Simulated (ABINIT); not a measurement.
# MgO (Fm-3m): bands and cutoff in G0W0 with ABINIT, part 2 of 2

Aim: raise bands and screening cutoff together for MgO (Fm-3m) and follow gap and time.

ABINIT 10.8.3; LDA and many-body steps on it, plane waves. Known limits of the many-body steps: not at the basis limit.

So far. Step 3 (Screening, 6×6×6 mesh, 100 bands, screening to 203.5 eV): Local fields lower ε∞ by 7 %. Step 4 (100 bands, 203.5 eV): The gap on the mesh goes from 4.82 eV to 7.51 eV, a correction of +2.70 eV.

### 6. 149 bands, 269.4 eV

This step: G0W0 on LDA, plane waves, norm-conserving pseudopotentials.

The input, run.abi:

```
acell 3*1.0 Angstrom
rprim 
  -0.000000000000 2.097001392700 2.097001392700
  2.097001392700 -0.000000000000 2.097001392700
  2.097001392700 2.097001392700 -0.000000000000
ntypat 2
znucl 12 8
natom 2
typat 1 2
xred 
  0.000000000000 0.000000000000 0.000000000000
  0.500000000000 0.500000000000 0.500000000000
pp_dirpath "pseudos"
pseudos "Mg.upf, O.upf"
ecut 38
ngkpt 6 6 6
nshiftk 1
shiftk 0 0 0
kptopt 1
chksymbreak 0
istwfk *1
occopt 1
irdwfk 1
optdriver 4
nband 149
gwcalctyp 0
ecutsigx 38
symsigma 1
nkptgw 3
kptgw 
  0.0000000000 0.0000000000 0.0000000000
  0.5000000000 0.0000000000 0.0000000000
  0.5000000000 0.5000000000 0.0000000000
bdgw 
  6 12
  7 10
  7 10
ecuteps 9.9
irdscr 1
ppmodel 1
indata_prefix "in"
outdata_prefix "out"
tmpdata_prefix "tmp"
```

The run is started by

```
> OMP_NUM_THREADS=1 mpirun -n 4 abinit run.abi > log
```

The log of the run:

```text
.Version 10.8.3 of ABINIT. v10.8.2 released Aug 2026.

 Symmetries : space group Fm -3 m (#225); Bravais cF (face-center cubic)
[... echo of the input left out ...]
== DATASET  1 ==================================================================
-   mpi_nproc: 4, omp_nthreads: 1 (-1 if OMP is not activated)

--- !DatasetInfo
iteration_state: {dtset: 1, }
dimensions: {natom: 2, nkpt: 16, mband: 149, nsppol: 1, nspinor: 1, nspden: 1, mpw: 1411, }
cutoff_energies: {ecut:  38.0, pawecutdg:  -1.0, }
electrons: {nelect:   1.60000000E+01, charge:   0.00000000E+00, occopt:   1.00000000E+00, tsmear:   1.00000000E-02, }

 SIGMA: Calculation of the GW corrections

 Based on a program developped by R.W. Godby, V. Olevano, G. Onida, and L. Reining.
 Incorporated in ABINIT by V. Olevano, G.-M. Rignanese, and M. Torrent.
.Using double precision arithmetic ; gwpc =  8

[... cell and pseudopotentials left out ...]
--------------------------------------------------------------------------------

 ==== K-mesh for the wavefunctions ====
 Number of points in the irreducible wedge :    16
[... list of points left out ...]
 Together with 48 symmetry operations and time-reversal symmetry
 yields   216 points in the full Brillouin Zone.

 ==== Q-mesh for screening function ====
 Number of points in the irreducible wedge :    16
[... list of points left out ...]
 Together with 48 symmetry operations and time-reversal symmetry
 yields   216 points in the full Brillouin Zone.

 vcoul_init : cutoff-mode = AUXILIARY_FUNCTION
 q-points for optical limit:   1
     1)      0.000010    0.000020    0.000030
 setmesh: FFT mesh size selected  =    32x   32x   32
          total number of points  =        32768

 Number of electrons calculated from density =   16.0000; Expected =   16.0000
[...]
number of plane-waves for wavefunctions          1411
 number of bands                                   149
 number of q-points in IBZ                          16
 number of frequencies                               2
 number of real frequencies                          1
 number of imag frequencies                          1

 matrix elements of self-energy operator (all in [eV])

 Perturbative Calculation

--- !SelfEnergy_ee
iteration_state: {dtset: 1, }
kpoint     : [   0.000,    0.000,    0.000, ]
spin       : 1
KS_gap     :    4.817
QP_gap     :    7.581
Delta_QP_KS:    2.764
data: !SigmaeeData |
     Band     E0 <VxcDFT>   SigX SigC(E0)      Z dSigC/dE  Sig(E)    E-E0       E
        6   4.459 -19.927 -25.546   3.631   0.805  -0.242 -21.529  -1.602   2.856
        7   4.459 -19.927 -25.546   3.631   0.805  -0.242 -21.529  -1.602   2.856
        8   4.459 -19.927 -25.546   3.631   0.805  -0.242 -21.529  -1.602   2.856
[...]
--- !SelfEnergy_ee
iteration_state: {dtset: 1, }
kpoint     : [   0.500,    0.000,    0.000, ]
spin       : 1
KS_gap     :    8.519
QP_gap     :   11.590
Delta_QP_KS:    3.071
data: !SigmaeeData |
     Band     E0 <VxcDFT>   SigX SigC(E0)      Z dSigC/dE  Sig(E)    E-E0       E
[...]
--- !SelfEnergy_ee
iteration_state: {dtset: 1, }
kpoint     : [   0.500,    0.500,    0.000, ]
spin       : 1
KS_gap     :   10.397
QP_gap     :   13.420
Delta_QP_KS:    3.023
data: !SigmaeeData |
     Band     E0 <VxcDFT>   SigX SigC(E0)      Z dSigC/dE  Sig(E)    E-E0       E
[...]
9  13.481  -9.564  -3.964  -4.155   0.872  -0.147  -8.304   1.260  14.741
       10  14.329 -12.840  -6.552  -4.426   0.865  -0.156 -11.230   1.611  15.940

== END DATASET(S) ==============================================================
================================================================================

 -outvars: echo values of variables after computation  --------
           etotal      0.0000000000E+00
            nband         149
             nkpt          16
          spgroup         225
 [... the other variables as echoed above ...]

 Calculation completed.
```

Run time: 18 s. Hardware: 4 MPI ranks of Arm Neoverse V2, shared host; peak memory 1 GiB; 72 s of CPU time.

This step gave:

```
G0W0 gap on the points computed              : 7.581 eV
starting gap on the mesh                     : 4.817 eV
k of the valence top                         : 0, 0, 0
k of the conduction bottom                   : 0, 0, 0
Z at the valence top                         : 0.805
Z at the conduction bottom                   : 0.852
least direct G0W0 gap on the computed points : 7.581 eV
```

Against G0W0 in ABINIT (6×6×6 mesh, 100 bands, screening to 203.5 eV, Godby-Needs plasmon pole), the gap moves by +0.069 eV.

### 7. Screening, 6×6×6 mesh, 225 bands, screening to 359.2 eV

This step: RPA screening on LDA, plane waves, norm-conserving pseudopotentials.

run.abi, as its differences from that of step 6:

```diff
@@ -23,19 +23,8 @@
 irdwfk 1
-optdriver 4
-nband 149
-gwcalctyp 0
-ecutsigx 38
-symsigma 1
-nkptgw 3
-kptgw 
-  0.0000000000 0.0000000000 0.0000000000
-  0.5000000000 0.0000000000 0.0000000000
-  0.5000000000 0.5000000000 0.0000000000
-bdgw 
-  6 12
-  7 10
-  7 10
-ecuteps 9.9
-irdscr 1
-ppmodel 1
+optdriver 3
+nband 225
+ecuteps 13.2
+inclvkb 2
+awtr 1
+symchi 1
 indata_prefix "in"
```

The log of the run:

```text
.Version 10.8.3 of ABINIT. v10.8.2 released Aug 2026.

 Symmetries : space group Fm -3 m (#225); Bravais cF (face-center cubic)
[... echo of the input left out ...]
== DATASET  1 ==================================================================
-   mpi_nproc: 4, omp_nthreads: 1 (-1 if OMP is not activated)

--- !DatasetInfo
iteration_state: {dtset: 1, }
dimensions: {natom: 2, nkpt: 16, mband: 225, nsppol: 1, nspinor: 1, nspden: 1, mpw: 1411, }
cutoff_energies: {ecut:  38.0, pawecutdg:  -1.0, }
[...]
--------------------------------------------------------------------------------
[... chi0 elements left out ...]
 For q-point:  0.000010 0.000020 0.000030
  dielectric constant =   3.0859
  dielectric constant without local fields =   3.3123

  Average fulfillment of the sum rule on Im[epsilon] for q-point    1 :     93.33  [%]
[... wings left out ...]
  q-point number  2        q = ( 0.166667, 0.000000, 0.000000) [r.l.u.]
--------------------------------------------------------------------------------
[... chi0 elements left out ...]
  Average fulfillment of the sum rule on Im[epsilon] for q-point    2 :    102.59  [%]

 [... 14 further q-points ...]
```

Wall time 3 min (4 MPI ranks); peak memory 1.5 GiB.

This step gave:

```
ε∞ with local fields, on this mesh, along the program's q direction : 3.086
the same without local fields                                       : 3.312
plasma frequency                                                    : 34.59 eV
plane waves in the screening matrix                                 : 283
```

### 8. 225 bands, 359.2 eV

This step: G0W0 on LDA, plane waves, norm-conserving pseudopotentials.

run.abi, as its differences from that of step 7:

```diff
@@ -23,8 +23,19 @@
 irdwfk 1
-optdriver 3
+optdriver 4
 nband 225
+gwcalctyp 0
+ecutsigx 38
+symsigma 1
+nkptgw 3
+kptgw 
+  0.0000000000 0.0000000000 0.0000000000
+  0.5000000000 0.0000000000 0.0000000000
+  0.5000000000 0.5000000000 0.0000000000
+bdgw 
+  6 12
+  7 10
+  7 10
 ecuteps 13.2
-inclvkb 2
-awtr 1
-symchi 1
+irdscr 1
+ppmodel 1
 indata_prefix "in"
```

The log of the run:

```text
.Version 10.8.3 of ABINIT. v10.8.2 released Aug 2026.

 Symmetries : space group Fm -3 m (#225); Bravais cF (face-center cubic)
[... echo of the input left out ...]
== DATASET  1 ==================================================================
-   mpi_nproc: 4, omp_nthreads: 1 (-1 if OMP is not activated)

--- !DatasetInfo
iteration_state: {dtset: 1, }
dimensions: {natom: 2, nkpt: 16, mband: 225, nsppol: 1, nspinor: 1, nspden: 1, mpw: 1411, }
cutoff_energies: {ecut:  38.0, pawecutdg:  -1.0, }
[...]
Band     E0 <VxcDFT>   SigX SigC(E0)      Z dSigC/dE  Sig(E)    E-E0       E
[...]
9  13.481  -9.564  -3.964  -4.172   0.872  -0.147  -8.318   1.246  14.727
       10  14.329 -12.840  -6.552  -4.463   0.864  -0.157 -11.263   1.577  15.906

== END DATASET(S) ==============================================================
================================================================================

 -outvars: echo values of variables after computation  --------
           etotal      0.0000000000E+00
            nband         225
             nkpt          16
          spgroup         225
 [... the other variables as echoed above ...]

 Calculation completed.
```

Wall time 64 s (4 MPI ranks); peak memory 1.6 GiB; 4.2 min of CPU time.

Numbers from this step:

```
G0W0 gap on the points computed              : 7.625 eV
starting gap on the mesh                     : 4.817 eV
k of the valence top                         : 0, 0, 0
k of the conduction bottom                   : 0, 0, 0
least direct G0W0 gap on the computed points : 7.625 eV
```

Against G0W0 in ABINIT (6×6×6 mesh, 149 bands, screening to 269.4 eV, Godby-Needs plasmon pole), the gap moves by +0.044 eV.

### 9. Screening, 6×6×6 mesh, 330 bands, screening to 466.9 eV

This step: RPA screening on LDA, plane waves, norm-conserving pseudopotentials.

run.abi, as its differences from that of step 8:

```diff
@@ -23,19 +23,8 @@
 irdwfk 1
-optdriver 4
-nband 225
-gwcalctyp 0
-ecutsigx 38
-symsigma 1
-nkptgw 3
-kptgw 
-  0.0000000000 0.0000000000 0.0000000000
-  0.5000000000 0.0000000000 0.0000000000
-  0.5000000000 0.5000000000 0.0000000000
-bdgw 
-  6 12
-  7 10
-  7 10
-ecuteps 13.2
-irdscr 1
-ppmodel 1
+optdriver 3
+nband 330
+ecuteps 17.16
+inclvkb 2
+awtr 1
+symchi 1
 indata_prefix "in"
```

The log of the run:

```text
.Version 10.8.3 of ABINIT. v10.8.2 released Aug 2026.

 Symmetries : space group Fm -3 m (#225); Bravais cF (face-center cubic)
[... echo of the input left out ...]
== DATASET  1 ==================================================================
-   mpi_nproc: 4, omp_nthreads: 1 (-1 if OMP is not activated)

--- !DatasetInfo
iteration_state: {dtset: 1, }
dimensions: {natom: 2, nkpt: 16, mband: 330, nsppol: 1, nspinor: 1, nspden: 1, mpw: 1411, }
cutoff_energies: {ecut:  38.0, pawecutdg:  -1.0, }
[...]
--------------------------------------------------------------------------------
[... chi0 elements left out ...]
 For q-point:  0.000010 0.000020 0.000030
  dielectric constant =   3.0854
  dielectric constant without local fields =   3.3127

  Average fulfillment of the sum rule on Im[epsilon] for q-point    1 :    100.37  [%]
[... wings left out ...]
  q-point number  2        q = ( 0.166667, 0.000000, 0.000000) [r.l.u.]
--------------------------------------------------------------------------------
[... chi0 elements left out ...]
  Average fulfillment of the sum rule on Im[epsilon] for q-point    2 :    107.94  [%]

 [... 14 further q-points ...]
```

It took 7.1 min on 4 MPI ranks; peak memory 2.1 GiB.

Numbers from this step:

```yaml
eps_infinity_with_local_fields_on_this_mesh_along_the_program_s_q_direction: 3.085
the_same_without_local_fields: 3.313
plasma_frequency: 34.59 eV
plane_waves_in_the_screening_matrix: 411
```

### 10. 330 bands, 466.9 eV

This step: G0W0 on LDA, plane waves, norm-conserving pseudopotentials.

run.abi, as its differences from that of step 9:

```diff
@@ -23,8 +23,19 @@
 irdwfk 1
-optdriver 3
+optdriver 4
 nband 330
+gwcalctyp 0
+ecutsigx 38
+symsigma 1
+nkptgw 3
+kptgw 
+  0.0000000000 0.0000000000 0.0000000000
+  0.5000000000 0.0000000000 0.0000000000
+  0.5000000000 0.5000000000 0.0000000000
+bdgw 
+  6 12
+  7 10
+  7 10
 ecuteps 17.16
-inclvkb 2
-awtr 1
-symchi 1
+irdscr 1
+ppmodel 1
 indata_prefix "in"
```

The log of the run:

```text
.Version 10.8.3 of ABINIT. v10.8.2 released Aug 2026.

 Symmetries : space group Fm -3 m (#225); Bravais cF (face-center cubic)
[... echo of the input left out ...]
== DATASET  1 ==================================================================
-   mpi_nproc: 4, omp_nthreads: 1 (-1 if OMP is not activated)

--- !DatasetInfo
iteration_state: {dtset: 1, }
dimensions: {natom: 2, nkpt: 16, mband: 330, nsppol: 1, nspinor: 1, nspden: 1, mpw: 1411, }
cutoff_energies: {ecut:  38.0, pawecutdg:  -1.0, }
[...]
Band     E0 <VxcDFT>   SigX SigC(E0)      Z dSigC/dE  Sig(E)    E-E0       E
[...]
9  13.481  -9.564  -3.964  -4.181   0.873  -0.146  -8.326   1.238  14.719
       10  14.329 -12.840  -6.552  -4.488   0.864  -0.157 -11.284   1.556  15.885

== END DATASET(S) ==============================================================
================================================================================

 -outvars: echo values of variables after computation  --------
           etotal      0.0000000000E+00
            nband         330
             nkpt          16
          spgroup         225
 [... the other variables as echoed above ...]

 Calculation completed.
```

Run time: 3.1 min. Hardware: 4 MPI ranks; peak memory 2.4 GiB.

This step gave:

- G0W0 gap on the points computed: 7.654 eV
- starting gap on the mesh: 4.817 eV
- k of the valence top: 0, 0, 0
- k of the conduction bottom: 0, 0, 0
- least direct G0W0 gap on the computed points: 7.654 eV

Against G0W0 in ABINIT (6×6×6 mesh, 225 bands, screening to 359.2 eV, Godby-Needs plasmon pole), the gap moves by +0.029 eV.

### 11. Screening, 6×6×6 mesh, 476 bands, screening to 598.7 eV

This step: RPA screening on LDA, plane waves, norm-conserving pseudopotentials.

run.abi, as its differences from that of step 10:

```diff
@@ -23,19 +23,8 @@
 irdwfk 1
-optdriver 4
-nband 330
-gwcalctyp 0
-ecutsigx 38
-symsigma 1
-nkptgw 3
-kptgw 
-  0.0000000000 0.0000000000 0.0000000000
-  0.5000000000 0.0000000000 0.0000000000
-  0.5000000000 0.5000000000 0.0000000000
-bdgw 
-  6 12
-  7 10
-  7 10
-ecuteps 17.16
-irdscr 1
-ppmodel 1
+optdriver 3
+nband 476
+ecuteps 22
+inclvkb 2
+awtr 1
+symchi 1
 indata_prefix "in"
```

The log of the run:

```text
.Version 10.8.3 of ABINIT. v10.8.2 released Aug 2026.

 Symmetries : space group Fm -3 m (#225); Bravais cF (face-center cubic)
[... echo of the input left out ...]
== DATASET  1 ==================================================================
-   mpi_nproc: 4, omp_nthreads: 1 (-1 if OMP is not activated)

--- !DatasetInfo
iteration_state: {dtset: 1, }
dimensions: {natom: 2, nkpt: 16, mband: 476, nsppol: 1, nspinor: 1, nspden: 1, mpw: 1411, }
cutoff_energies: {ecut:  38.0, pawecutdg:  -1.0, }
[...]
--------------------------------------------------------------------------------
[... chi0 elements left out ...]
 For q-point:  0.000010 0.000020 0.000030
  dielectric constant =   3.0849
  dielectric constant without local fields =   3.3129

  Average fulfillment of the sum rule on Im[epsilon] for q-point    1 :    105.51  [%]
[... wings left out ...]
  q-point number  2        q = ( 0.166667, 0.000000, 0.000000) [r.l.u.]
--------------------------------------------------------------------------------
[... chi0 elements left out ...]
  Average fulfillment of the sum rule on Im[epsilon] for q-point    2 :    111.55  [%]

 [... 14 further q-points ...]
```

It took 20 min on 4 MPI ranks; peak memory 3.6 GiB; 80 min of CPU time.

This step gave:

```yaml
eps_infinity_with_local_fields_on_this_mesh_along_the_program_s_q_direction: 3.085
the_same_without_local_fields: 3.313
plasma_frequency: 34.59 eV
plane_waves_in_the_screening_matrix: 609
```

### 12. 476 bands, 598.7 eV

This step: G0W0 on LDA, plane waves, norm-conserving pseudopotentials.

run.abi, as its differences from that of step 11:

```diff
@@ -23,8 +23,19 @@
 irdwfk 1
-optdriver 3
+optdriver 4
 nband 476
+gwcalctyp 0
+ecutsigx 38
+symsigma 1
+nkptgw 3
+kptgw 
+  0.0000000000 0.0000000000 0.0000000000
+  0.5000000000 0.0000000000 0.0000000000
+  0.5000000000 0.5000000000 0.0000000000
+bdgw 
+  6 12
+  7 10
+  7 10
 ecuteps 22
-inclvkb 2
-awtr 1
-symchi 1
+irdscr 1
+ppmodel 1
 indata_prefix "in"
```

The log of the run:

```text
.Version 10.8.3 of ABINIT. v10.8.2 released Aug 2026.

 Symmetries : space group Fm -3 m (#225); Bravais cF (face-center cubic)
[... echo of the input left out ...]
== DATASET  1 ==================================================================
-   mpi_nproc: 4, omp_nthreads: 1 (-1 if OMP is not activated)

--- !DatasetInfo
iteration_state: {dtset: 1, }
dimensions: {natom: 2, nkpt: 16, mband: 476, nsppol: 1, nspinor: 1, nspden: 1, mpw: 1411, }
cutoff_energies: {ecut:  38.0, pawecutdg:  -1.0, }
[...]
Band     E0 <VxcDFT>   SigX SigC(E0)      Z dSigC/dE  Sig(E)    E-E0       E
[...]
9  13.481  -9.564  -3.964  -4.187   0.873  -0.146  -8.330   1.233  14.715
       10  14.329 -12.840  -6.552  -4.504   0.864  -0.157 -11.298   1.542  15.871

== END DATASET(S) ==============================================================
================================================================================

 -outvars: echo values of variables after computation  --------
           etotal      0.0000000000E+00
            nband         476
             nkpt          16
          spgroup         225
 [... the other variables as echoed above ...]

 Calculation completed.
```

It took 9.8 min on 4 MPI ranks; peak memory 4.2 GiB.

Numbers from this step:

```yaml
g0w0_gap_on_the_points_computed: 7.678 eV
starting_gap_on_the_mesh: 4.817 eV
k_of_the_valence_top: 0, 0, 0
k_of_the_conduction_bottom: 0, 0, 0
least_direct_g0w0_gap_on_the_computed_points: 7.678 eV
```

Against G0W0 in ABINIT (6×6×6 mesh, 330 bands, screening to 466.9 eV, Godby-Needs plasmon pole), the gap moves by +0.024 eV.

### 13. The runs together

Times are wall times on 4 MPI ranks of Arm Neoverse V2, shared host, good to a factor of about two. A run's time includes the screening step that it read.

| run | mesh | bands | screening cutoff (eV) | DFT gap (eV) | gap on the mesh (eV) | direct (eV) | ε∞ used | time |
| --- | --- | --- | --- | --- | --- | --- | --- | --- |
| 100 bands, 203.5 eV | 6×6×6 | 100 | 203.5 | 4.817 | 7.512 | 7.512 | 3.09 | 60 s |
| 149 bands, 269.4 eV | 6×6×6 | 149 | 269.4 | 4.817 | 7.581 | 7.581 | 3.09 | 1.8 min |
| 225 bands, 359.2 eV | 6×6×6 | 225 | 359.2 | 4.817 | 7.625 | 7.625 | 3.09 | 4.1 min |
| 330 bands, 466.9 eV | 6×6×6 | 330 | 466.9 | 4.817 | 7.654 | 7.654 | 3.09 | 10 min |
| 476 bands, 598.7 eV | 6×6×6 | 476 | 598.7 | 4.817 | 7.678 | 7.678 | 3.08 | 30 min |

### 14. What came out

- 100 bands, 203.5 eV: 7.512 eV
- 149 bands, 269.4 eV: 7.581 eV
- 225 bands, 359.2 eV: 7.625 eV
- 330 bands, 466.9 eV: 7.654 eV
- 476 bands, 598.7 eV: 7.678 eV
- known limits: not at the basis limit

**Reading.** From the first rung to the last the gap moves by +0.17 eV for 30 times the time. In the G0W0 runs levels were corrected at 3 k points alone, so a gap called «on the mesh» is the least over those, and an edge elsewhere would be missed.

[Paths, hosts, dates, memory and timing lines, banners, echoed tables and standing remarks are left out of the program output.]

[Logs are printed without paths, hosts, clocks, repeated set-up lines and the standing remarks that a program may print on its own settings, such as how far it seeks lower states.]

[Runs of the session that timed out or met a known fault of the program may be left out.]

[Hosts, paths, dates, database ids (printed as entryN), source tags and the programs' standing remarks are cut or masked in the printed files.]

[G0W0 gaps are taken among the corrected bands and points alone; a level outside them can change the order at an edge.]

[Where Ansatz stands beside ABINIT at settings called matched, ABINIT's density can come from a denser mesh and the files from another edition; pairs whose starting gaps differed by over 0.03 eV were left out, so agreement reads better than it is.]
